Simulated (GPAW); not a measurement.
## MgO: equation of state with BP86+D3

Crystal: MgO.

```xyz
2
Lattice="2.9656 0.0000 0.0000 1.4828 2.5683 0.0000 1.4828 0.8561 2.4214" Properties=species:S:1:pos:R:3 pbc="T T T"
Mg    0.0000    0.0000    0.0000
O     2.9656    1.7122    1.2107
```

The cell is a database's computed one.

```json
{
 "Program": "GPAW 26.7.0",
 "Task": "equation of state",
 "Functional": "BP86",
 "Dispersion": "D3",
 "Potentials or basis": "PAW data sets generated in the run's folder for this functional",
 "Cutoff": "800 eV",
 "Basis": "pw",
 "k mesh": "9 × 9 × 9",
 "Occupations": "fermi-dirac, width 0.05 eV",
 "Spin": "no spin polarisation",
 "Maxiter": "150",
 "Eos scales": "[0.94, 0.96, 0.98, 1.0, 1.02, 1.04, 1.06]"
}
```

| Item | Value |
| --- | --- |
| Equilibrium volume | 9.17 Å³/atom |
| Bulk modulus | 164 GPa |
| Pressure derivative of the bulk modulus | 4.4 |

Energy against volume, from the lowest point:
```
volume (Å³/atom)  energy (meV/atom)
           8.668              15.10
           8.853               5.66
           9.037               0.76
           9.221               0.00
           9.406               2.91
           9.590               9.08
           9.775              18.22
```

It took 44 s on 1 thread of Intel(R) Xeon(R) Platinum 8488C (Sapphire Rapids), with other jobs on the host, peak memory 0.2 GiB.
